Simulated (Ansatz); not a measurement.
**SiO2 (Cristobalite) under changes of volume**

One of the cells (14.402 Å³/atom); the others are scaled copies at fixed shape and fractional positions:

```xyz
12
Lattice="4.9820 0.0000 0.0000 0.0000 4.9820 0.0000 0.0000 0.0000 6.9630" Properties=species:S:1:pos:R:3 pbc="T T T"
Si    3.9805    1.0015    5.2222
Si    3.4925    3.4925    3.4815
Si    1.0015    3.9805    1.7408
Si    1.4895    1.4895    0.0000
O     0.5155    1.1951    5.7227
O     1.2959    3.0065    0.5004
O     4.4665    3.7869    2.2412
O     3.6861    1.9755    3.9819
O     3.0065    1.2959    6.4626
O     3.7869    4.4665    4.7218
O     1.9755    3.6861    2.9811
O     1.1951    0.5155    1.2403
```

```yaml
Program: Ansatz 0.2.0
Functional: PBE
Potentials_or_basis: Ansatz PAW
Cutoff: "420 eV (not typed: the program's choice for these potentials)"
k_mesh: 6 × 6 × 4
Occupations: fermi-dirac, width 0.05 eV
Spin: no spin polarisation
```

| volume (Å³/atom) | energy over the lowest point (meV/atom) | pressure (GPa) | gap on the mesh (eV) | largest force (eV/Å) |
| --- | --- | --- | --- | --- |
| 13.538 | ? | ? | ? | ? |
| 13.826 | 46.99 | 14.4 | 5.97 | 0.866 |
| 14.114 | 24.95 | 10.2 | 5.87 | 0.625 |
| 14.402 | 10.22 | 6.3 | 5.76 | 0.409 |
| 14.690 | 2.10 | 2.8 | 5.65 | 0.231 |
| 14.978 | 0.00 | -0.4 | 5.53 | 0.160 |
| 15.266 | 3.32 | -3.3 | 5.40 | 0.258 |

Question: What does the run at 13.538 Å³/atom give?

Answer: Energy over the lowest point 77.09 meV/atom; pressure 19.1 GPa; gap on the mesh 6.07 eV; largest force 1.129 eV/Å.

Worked out: A Birch-Murnaghan fit of order 3 (a polynomial in V^(-2/3)) to the other rows has its minimum at 14.94 Å³/atom with B0 = V·E''(V) = 159 GPa and B' = 4.1 at fixed shape and positions, which overstates the stiffness. It gives 77.11 meV/atom at 13.538 Å³/atom, against the run's 77.09, and -dE/dV = 19.2 GPa, against 19.1. A parabola through the other rows of the gap, of slope -4.11 eV per unit of ln V (its deformation potential) there, extrapolates to 6.06 eV, against the run's 6.07.

Energies are extrapolated to zero smearing.

Caveats: the cell was measured hot, at 340 K; forces of over 1 eV/Å show positions far from the minimum, so gaps and moduli don't describe the material at rest (some runs).

A mesh can miss the band edges.
